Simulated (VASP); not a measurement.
# CdTe (F-43m) in VASP: further runs

Runs on CdTe. Level: r2SCAN. Tasks: single point.

Everything below comes from runs of VASP 6.6.1. Logs are shortened: lines on timing, memory, paths and dates and some standing lists are left out, and cuts for length are marked.

**Experimental background.**

From a printed reference work, data compilation, for a bulk crystal of CdTe at 0 K: band gap 1.607 eV.

The runs below are set against these values where they give the same quantity.

**1. The cell of the first run**

The structure is cubic, space group F-43m (No. 216). The conventional cell has a = 6.556 Å, b = 6.556 Å, c = 6.556 Å, α = 90.00°, β = 90.00°, γ = 90.00°. Within 3.7 Å of Cd (site symmetry -43m) lie 4 Te at 2.84 Å. Within 3.7 Å of Te (site symmetry -43m) lie 4 Cd at 2.84 Å.

**2. Single point, r2SCAN**

POSCAR reads:

```
CdTe
1.0
    0.0000000000      3.2778968359      3.2778968359
    3.2778968359      0.0000000000      3.2778968359
    3.2778968359      3.2778968359      0.0000000000
Cd Te
1 1
Direct
    0.0000000000      0.0000000000      0.0000000000
    0.2500000000      0.2500000000      0.2500000000
```

INCAR.step1 reads:

```
SYSTEM = CdTe
PREC = Accurate ; ENCUT = 520
ISMEAR = 0 ; SIGMA = 0.02
LREAL = .False. ; LASPH = .True.
NELM = 60 ; NBANDS = 16
GGA = PE ; ALGO = Normal
EDIFF = 1E-4 ; LWAVE = .True.
LCHARG = .False.
```

INCAR.step2 reads:

```
SYSTEM = CdTe
PREC = Accurate ; ENCUT = 520
EDIFF = 1E-6 ; ISMEAR = 0
SIGMA = 0.02 ; LREAL = .False.
LASPH = .True. ; NELM = 60
ALGO = Normal ; ISIF = 2
LWAVE = .False. ; LCHARG = .False.
METAGGA = R2SCAN ; LMIXTAU = .True.
NBANDS = 16 ; ISTART = 1
```

KPOINTS reads:

```
regular mesh
0
Gamma
  8 8 8
  0 0 0
```

Potentials or basis: VASP PAW PBE potentials, release 64 (Cd, Te).

Started as:

```bash
cat potpaw_PBE.64/Cd/POTCAR potpaw_PBE.64/Te/POTCAR > POTCAR
cp INCAR.step1 INCAR
mpirun -np 1 vasp_std > vasp.out
cp INCAR.step2 INCAR
mpirun -np 1 vasp_std > vasp.out
```

OUTCAR:

```text
SYSTEM = CdTe
   PREC = Accurate
   ENCUT = 520
   EDIFF = 1E-6
   ISMEAR = 0
   LREAL = .False.
   LASPH = .True.
   NELM = 60
   ISIF = 2
   METAGGA = R2SCAN
   ISTART = 1

 ion  position               nearest neighbor table
   1  0.000  0.000  0.000-   2 2.84   2 2.84   2 2.84   2 2.84
   2  0.250  0.250  0.250-   1 2.84   1 2.84   1 2.84   1 2.84

  LATTYP: Found a face centered cubic cell.
 ALAT       =     6.5557936718

  Lattice vectors:

 A1 = (   0.0000000000,   3.2778968359,   3.2778968359)
 A2 = (   3.2778968359,   0.0000000000,   3.2778968359)
 A3 = (   3.2778968359,   3.2778968359,   0.0000000000)

Analysis of symmetry for initial positions (statically):
=====================================================================
 Subroutine PRICEL returns:
 Original cell was already a primitive cell.

 Routine SETGRP: Setting up the symmetry group for a
 face centered cubic supercell.

 Subroutine GETGRP returns: Found 24 space group operations
 (whereof 24 operations were pure point group operations)
 out of a pool of 48 trial point group operations.

The static configuration has the point symmetry T_d .

Analysis of symmetry for dynamics (positions and initial velocities):
=====================================================================
 Subroutine PRICEL returns:
 Original cell was already a primitive cell.

 Routine SETGRP: Setting up the symmetry group for a
 face centered cubic supercell.

 Subroutine GETGRP returns: Found 24 space group operations
 (whereof 24 operations were pure point group operations)
 out of a pool of 48 trial point group operations.

The dynamic configuration has the point symmetry T_d .

 Subroutine INISYM returns: Found 24 space group operations
 (whereof 24 operations are pure point group operations),
 and found     1 'primitive' translations

----------------------------------------------------------------------------------------

                                     Primitive cell

  volume of cell :      70.4394

  direct lattice vectors                    reciprocal lattice vectors
     0.000000000  3.277896836  3.277896836    -0.152536832  0.152536832  0.152536832
     3.277896836  0.000000000  3.277896836     0.152536832 -0.152536832  0.152536832
     3.277896836  3.277896836  0.000000000     0.152536832  0.152536832 -0.152536832

  length of vectors
     4.635646161  4.635646161  4.635646161     0.264201544  0.264201544  0.264201544

  position of ions in fractional coordinates (direct lattice)
     0.000000000  0.000000000  0.000000000
     0.250000000  0.250000000  0.250000000

  ion indices of the primitive-cell ions
   primitive index   ion index
                 1           1
                 2           2

----------------------------------------------------------------------------------------

 KPOINTS: regular mesh

Automatic generation of k-mesh.
 Grid dimensions read from file:
 generate k-points for:    8    8    8

 Generating k-lattice:

  Cartesian coordinates                     Fractional coordinates (reciprocal lattice)
    -0.019067104  0.019067104  0.019067104     0.125000000  0.000000000  0.000000000
     0.019067104 -0.019067104  0.019067104     0.000000000  0.125000000  0.000000000
     0.019067104  0.019067104 -0.019067104     0.000000000  0.000000000  0.125000000

  Length of vectors
     0.033025193  0.033025193  0.033025193

  Shift w.r.t. Gamma in fractional coordinates (k-lattice)
     0.000000000  0.000000000  0.000000000

 Subroutine IBZKPT returns following result:
 ===========================================

 Found     29 irreducible k-points:

 Following reciprocal coordinates:
            Coordinates               Weight
  0.000000  0.000000  0.000000      1.000000
  0.125000  0.000000  0.000000      8.000000
  0.250000  0.000000  0.000000      8.000000
  0.375000  0.000000  0.000000      8.000000
  0.500000  0.000000  0.000000      4.000000
  0.125000  0.125000  0.000000      6.000000
[... 16 lines left out ...]
  0.500000  0.250000  0.125000     48.000000
 -0.375000  0.250000  0.125000     24.000000
 [... further k-points ...]
   k-points           NKPTS =     29   k-points in BZ     NKDIM =     29   number of bands    NBANDS=     16
   number of dos      NEDOS =    301   number of ions     NIONS =      2
   total plane-waves  NPLWV =  46656
   dimension x,y,z NGX =    36 NGY =   36 NGZ =   36
   dimension x,y,z NGXF=    72 NGYF=   72 NGZF=   72
   ions per type =               1   1
   NGX,Y,Z   is equivalent  to a cutoff of  12.91, 12.91, 12.91 a.u.
   NGXF,Y,Z  is equivalent  to a cutoff of  25.82, 25.82, 25.82 a.u.
 SYSTEM =  CdTe
   PREC   = accura    normal or accurate (medium, high low for compatibility)
   ISTART =      1    job   : 0-new  1-cont  2-samecut
   ICHARG =      0    charge: 1-file 2-atom 10-const
   ISPIN  =      1    spin polarized calculation?
   LNONCOLLINEAR =      F non collinear calculations
   LSORBIT =      F    spin-orbit coupling
[... 23 lines left out ...]
     AMIX_MAG =   1.60;   BMIX_MAG =  1.00
  volume/ion in A,a.u.               =      35.22       237.67
  Fermi-wavevector in a.u.,A,eV,Ry     =   1.038868  1.963176 14.684044  1.079247
  Thomas-Fermi vector in A             =   2.173372
   LORBIT       =      0    0 simple, 1 ext, 2 COOP (PROOUT), +10 PAW based schemes
   METAGGA = R2SCAN    functional components
   LHFCALC =     F    Hartree Fock is set to
   AEXX    =    0.0000 exact exchange contribution
   IVDW    =     0    specifies the selected vdW correction
   LEPSILON=     F    determine dielectric tensor
   LRPA    =     F    only Hartree local field effects (RPA)
 non-spin polarized calculation
 Gauss-broadening in eV      SIGMA  =   0.02
  energy-cutoff  :      520.00
  volume of cell :       70.44
 maximum number of plane-waves:      1924
 NGX is ok and might be reduce to    36
   NGX = 17   NGY = 17   NGZ = 17

 number of electron      18.0000005 magnetization

 Free energy of the ion-electron system (eV)
  ---------------------------------------------------
  ext. energy  EPLUGINS =         0.00000000
  ---------------------------------------------------
  free energy    TOTEN  =       -46.64516216 eV

  energy without entropy =      -46.64516216  energy(sigma->0) =      -46.64516216

 E-fermi :   1.9355     XC(G=0):  -8.9450

 val. band max:        1.7915186221   @ k =   0.0000   0.0000   0.0000
 cond. band min:       2.9524284820   @ k =   0.0000   0.0000   0.0000
 fundamental gap:      1.1609098600
 Fermi energy:         1.9354537345

 k-point     1 :       0.0000    0.0000    0.0000
  band No.  band energies     occupation
      1      -9.5373      2.00000
      2      -6.6573      2.00000
      3      -6.6573      2.00000
      4      -6.6573      2.00000
      5      -6.3992      2.00000
      6      -6.3992      2.00000
[... 8 lines left out ...]
     15      11.5621      0.00000
     16      11.5621      0.00000

 k-point     2 :       0.1250    0.0000    0.0000
  band No.  band energies     occupation
      1      -9.4815      2.00000
      2      -6.6467      2.00000
      3      -6.6467      2.00000
      4      -6.6094      2.00000
      5      -6.3999      2.00000
      6      -6.3999      2.00000
[... 8 lines left out ...]
     15      10.8678      0.00000
     16      10.8678      0.00000

 k-point     3 :       0.2500    0.0000    0.0000
  band No.  band energies     occupation
      1      -9.3470      2.00000
      2      -6.6228      2.00000
      3      -6.6228      2.00000
      4      -6.4528      2.00000
      5      -6.3992      2.00000
      6      -6.3992      2.00000
[... 8 lines left out ...]
     15      10.6677      0.00000
     16      10.6677      0.00000

 k-point     4 :       0.3750    0.0000    0.0000
  band No.  band energies     occupation
      1      -9.2144      2.00000
      2      -6.6024      2.00000
      3      -6.6024      2.00000
      4      -6.3944      2.00000
      5      -6.3944      2.00000
      6      -6.2037      2.00000
[... 8 lines left out ...]
     15      11.5006      0.00000
     16      11.5006      0.00000
[... 324 lines left out ...]
 k-point    22 :       0.3750    0.2500    0.1250
  band No.  band energies     occupation
      1      -9.2490      2.00000
      2      -6.5956      2.00000
      3      -6.5837      2.00000
      4      -6.4414      2.00000
      5      -6.3896      2.00000
      6      -6.3087      2.00000
[... 8 lines left out ...]
     15      12.0657      0.00000
     16      12.6917      0.00000

 k-point    23 :       0.5000    0.2500    0.1250
  band No.  band energies     occupation
      1      -9.1457      2.00000
      2      -6.5756      2.00000
      3      -6.5662      2.00000
      4      -6.4238      2.00000
      5      -6.3896      2.00000
      6      -6.0892      2.00000
[... 8 lines left out ...]
     15      12.2720      0.00000
     16      12.9585      0.00000

 k-point    24 :      -0.3750    0.2500    0.1250
  band No.  band energies     occupation
      1      -9.1042      2.00000
      2      -6.5695      2.00000
      3      -6.5596      2.00000
      4      -6.4131      2.00000
      5      -6.3936      2.00000
      6      -5.9599      2.00000
[... 8 lines left out ...]
     15      12.3590      0.00000
     16      12.9297      0.00000

 [... further k-points ...]
[... 5 lines left out ...]
  --------------------------------------------------------------------------------------
  -------------------------------------------------------------------------------------
  Total        0.0647952      0.0647952      0.0647952     -0.0000000      0.0000000      0.0000000
  in kB        1.4737966      1.4737966      1.4737966     -0.0000000      0.0000000      0.0000000
  external PRESSURE =       1.4737966 kB  Pullay stress =       0.0000000 kB

 VOLUME and BASIS-vectors are now :
 -----------------------------------------------------------------------------
  energy-cutoff  :      520.00
  volume of cell :       70.44
      direct lattice vectors                 reciprocal lattice vectors
     0.000000000  3.277896836  3.277896836    -0.152536832  0.152536832  0.152536832
     3.277896836  0.000000000  3.277896836     0.152536832 -0.152536832  0.152536832
     3.277896836  3.277896836  0.000000000     0.152536832  0.152536832 -0.152536832

 POSITION                                       TOTAL-FORCE (eV/Angst)
 -----------------------------------------------------------------------------------
      0.00000      0.00000      0.00000         0.000000      0.000000      0.000000
      1.63895      1.63895      1.63895        -0.000000     -0.000000     -0.000000
 -----------------------------------------------------------------------------------
    total drift:                               -0.000001     -0.000001     -0.000001

  FREE ENERGIE OF THE ION-ELECTRON SYSTEM (eV)
  ---------------------------------------------------
  free  energy   TOTEN  =       -46.6451621567 eV

  energy  without entropy=      -46.6451621567  energy(sigma->0) =      -46.64516216
```

Wall time 45 s (1 thread of Intel Xeon 6975P-C (Granite Rapids), shared host); peak memory 0.23 GiB.

Results:

```yaml
Free_energy: -46.6452 eV
Pressure: 0.1 GPa
Band_gap_on_the_k_mesh: 1.16 eV, direct
```

Caveat: the PAW data sets were made with another functional, which shifts forces and pressure a little; spin-orbit coupling is left out, which moves the levels of the heavy elements.

**3. Single point, r2SCAN (volume scaled by 0.94)**

POSCAR reads:

```
CdTe
1.0
    0.0000000000      3.2109822139      3.2109822139
    3.2109822139      0.0000000000      3.2109822139
    3.2109822139      3.2109822139      0.0000000000
Cd Te
1 1
Direct
    0.0000000000      0.0000000000      0.0000000000
    0.2500000000      0.2500000000      0.2500000000
```

INCAR.step1 reads:

```
PREC = Accurate
ENCUT = 520
ISMEAR = 0
SIGMA = 0.02
LREAL = F
LASPH = T
NELM = 60
NBANDS = 16
GGA = PE
ALGO = Normal
EDIFF = 1E-4
LWAVE = T
LCHARG = F
```

INCAR.step2 reads:

```
PREC = Accurate
ENCUT = 520
EDIFF = 1E-6
ISMEAR = 0
SIGMA = 0.02
LREAL = F
LASPH = T
NELM = 60
ALGO = Normal
ISIF = 2
LWAVE = F
LCHARG = F
METAGGA = R2SCAN
LMIXTAU = T
NBANDS = 16
ISTART = 1
```

KPOINTS reads:

```
regular mesh
0
Gamma
  8 8 8
```

Potentials or basis: VASP PAW PBE potentials, release 64 (Cd, Te).

Started as:

```bash
cat potpaw_PBE.64/Cd/POTCAR potpaw_PBE.64/Te/POTCAR > POTCAR
cp INCAR.step1 INCAR
mpirun -np 1 vasp_std > vasp.out
cp INCAR.step2 INCAR
mpirun -np 1 vasp_std > vasp.out
```

Run time: 2.1 min. Hardware: 1 thread of Intel Xeon Platinum 8375C at 2.90GHz (Ice Lake), shared host; peak memory 0.23 GiB.

The run converged. Its results:

| Item | Value |
| --- | --- |
| Free energy | -46.6051 eV |
| Pressure | 3.1 GPa |
| Band gap on the k mesh | 1.36 eV, direct |

Levels at points of the mesh, in eV from the valence-band top:
| k point | band 5 | band 6 | band 7 | band 8 | band 9 | band 10 | band 11 | band 12 | band 13 | band 14 |
| --- | --- | --- | --- | --- | --- | --- | --- | --- | --- | --- |
| (0.00, 0.00, 0.00) | -8.35 | -8.35 | 0.00 | 0.00 | 0.00 | 1.36 | 5.01 | 5.01 | 5.01 | 7.99 |
| (0.50, 0.00, 0.00) | -8.34 | -7.95 | -4.67 | -0.83 | -0.83 | 2.26 | 5.57 | 5.57 | 7.44 | 9.36 |
| (0.50, 0.50, 0.00) | -8.32 | -7.79 | -4.50 | -2.01 | -2.01 | 2.82 | 2.98 | 9.64 | 9.96 | 9.96 |

Caveat: the PAW data sets were made with another functional, which shifts forces and pressure a little; spin-orbit coupling is left out, which moves the levels of the heavy elements.

**4. Single point, r2SCAN (volume scaled by 0.97)**

POSCAR reads:

```
CdTe
1.0
    0.0000000000      3.2447845107      3.2447845107
    3.2447845107      0.0000000000      3.2447845107
    3.2447845107      3.2447845107      0.0000000000
Cd Te
1 1
Direct
    0.0000000000      0.0000000000      0.0000000000
    0.2500000000      0.2500000000      0.2500000000
```

INCAR.step1 reads:

```
SYSTEM = CdTe
PREC     = Accurate       ! precision mode
ENCUT    = 520            ! plane-wave cutoff, eV
ISMEAR   = 0              ! smearing method
SIGMA    = 0.02           ! smearing width, eV
LREAL    = .FALSE.        ! projectors in reciprocal space
LASPH    = .TRUE.         ! aspherical terms in the spheres
NELM     = 80             ! most SCF steps
NBANDS   = 16             ! bands
GGA      = PE             ! functional
ALGO     = Normal         ! electronic algorithm
EDIFF    = 1E-4           ! SCF threshold, eV
LWAVE    = .TRUE.         ! write WAVECAR
LCHARG   = .FALSE.        ! write CHGCAR
```

INCAR.step2 reads:

```
SYSTEM = CdTe
PREC     = Accurate       ! precision mode
ENCUT    = 520            ! plane-wave cutoff, eV
EDIFF    = 1E-6           ! SCF threshold, eV
ISMEAR   = 0              ! smearing method
SIGMA    = 0.02           ! smearing width, eV
LREAL    = .FALSE.        ! projectors in reciprocal space
LASPH    = .TRUE.         ! aspherical terms in the spheres
NELM     = 80             ! most SCF steps
ALGO     = Normal         ! electronic algorithm
ISIF     = 2              ! what is computed and relaxed
LWAVE    = .FALSE.        ! write WAVECAR
LCHARG   = .FALSE.        ! write CHGCAR
METAGGA  = R2SCAN         ! meta-GGA
LMIXTAU  = .TRUE.       
NBANDS   = 16             ! bands
ISTART   = 1
```

KPOINTS reads:

```
regular mesh
0
G
  8 8 8
  0 0 0
```

Started as:

```bash
cat potpaw_PBE.64/Cd/POTCAR potpaw_PBE.64/Te/POTCAR > POTCAR
cp INCAR.step1 INCAR
mpirun -np 1 vasp_std > vasp.out
cp INCAR.step2 INCAR
mpirun -np 1 vasp_std > vasp.out
```

Run time: 2.1 min. Hardware: 1 thread of Intel Xeon Platinum 8375C at 2.90GHz (Ice Lake), shared host; peak memory 0.23 GiB.

Results (log left out):

* Free energy: -46.6347 eV
* Pressure: 1.5 GPa
* Band gap on the k mesh: 1.26 eV, direct

Levels at points of the mesh, in eV from the valence-band top:
```
           k point  band 6  band 7  band 8  band 9  band 10  band 11  band 12  band 13
(0.00, 0.00, 0.00)   -8.27    0.00    0.00    0.00     1.26     5.03     5.03     5.03
(0.50, 0.00, 0.00)   -7.89   -4.48   -0.79   -0.79     2.23     5.59     5.59     7.42
(0.50, 0.50, 0.00)   -7.74   -4.33   -1.90   -1.90     2.89     2.99     9.44     9.80
```

Caveat: the PAW data sets were made with another functional, which shifts forces and pressure a little; spin-orbit coupling is left out, which moves the levels of the heavy elements.

**5. Single point, r2SCAN**

POSCAR reads:

```
CdTe
1.0
    0.0000000000      3.2778968437      3.2778968437
    3.2778968437      0.0000000000      3.2778968437
    3.2778968437      3.2778968437      0.0000000000
Cd Te
1 1
Direct
    0.0000000000      0.0000000000      0.0000000000
    0.2500000000      0.2500000000      0.2500000000
```

INCAR.step1 reads:

```
SYSTEM = CdTe
PREC = Accurate
ENCUT = 520
ISMEAR = 0
SIGMA = 0.02
LREAL = .False.
LASPH = .True.
NELM = 100
NBANDS = 16
GGA = PE
ALGO = Normal
EDIFF = 1E-4
LWAVE = .True.
LCHARG = .False.
```

INCAR.step2 reads:

```
SYSTEM = CdTe
PREC = Accurate
ENCUT = 520
EDIFF = 1E-7
ISMEAR = 0
SIGMA = 0.02
LREAL = .False.
LASPH = .True.
NELM = 100
ALGO = Normal
ISIF = 2
LWAVE = .False.
LCHARG = .False.
METAGGA = R2SCAN
LMIXTAU = .True.
NBANDS = 16
ISTART = 1
```

KPOINTS reads:

```
regular mesh
0
Gamma
  8 8 8
  0 0 0
```

Started as:

```bash
cat potpaw_PBE.64/Cd/POTCAR potpaw_PBE.64/Te/POTCAR > POTCAR
cp INCAR.step1 INCAR
mpirun -np 1 vasp_std > vasp.out
cp INCAR.step2 INCAR
mpirun -np 1 vasp_std > vasp.out
```

Wall time 2.3 min (1 thread of Intel Xeon Platinum 8375C at 2.90GHz (Ice Lake), shared host); peak memory 0.23 GiB.

It converged, with:

```yaml
Free_energy: -46.6452 eV
Pressure: 0.1 GPa
Band_gap_on_the_k_mesh: 1.16 eV, direct
```

Levels at points of the mesh, in eV from the valence-band top:
```csv
k point,band 6,band 7,band 8,band 9,band 10,band 11,band 12,band 13
"(0.00, 0.00, 0.00)",-8.19,0.00,0.00,0.00,1.16,5.05,5.05,5.05
"(0.50, 0.00, 0.00)",-7.84,-4.30,-0.74,-0.74,2.19,5.60,5.60,7.38
"(0.50, 0.50, 0.00)",-7.70,-4.18,-1.79,-1.79,2.95,2.99,9.26,9.64
```

Caveat: the PAW data sets were made with another functional, which shifts forces and pressure a little; spin-orbit coupling is left out, which moves the levels of the heavy elements.

**6. Summary**

| cell | gap on the mesh (eV) | pressure (GPa) |
| --- | --- | --- |
| a = 4.636 Å, angles 60.0°, 2 atoms | 1.16 | 0.1 |
| a = 4.541 Å, angles 60.0°, 2 atoms | 1.36 | 3.1 |
| a = 4.589 Å, angles 60.0°, 2 atoms | 1.26 | 1.5 |

Alike in all rows: task single point; level r2SCAN; potentials or basis VASP PAW PBE potentials, release 64 (Cd, Te); no spin polarisation; k mesh 8 × 8 × 8; cutoff (eV) 520; smearing gaussian 0.02 eV.

Caveats: the PAW data sets were made with another functional, which shifts forces and pressure a little; spin-orbit coupling is left out, which moves the levels of the heavy elements.

Total energies depend on the potentials used, so only differences within one code and one set of settings carry meaning.

**7. How close it comes**

Step 2. A measured gap of CdTe is 1.607 eV (0 K; a printed reference work, data compilation); the calculated 1.16 eV misses it by -0.45 eV. Spin-orbit coupling on Cd, Te is left out. The value is that of r2SCAN, without temperature or zero-point motion.

Step 5. A measured gap of CdTe is 1.607 eV (0 K; a printed reference work, data compilation); the calculated 1.16 eV misses it by -0.45 eV. Spin-orbit coupling on Cd, Te is left out. The value is that of r2SCAN, without temperature or zero-point motion.
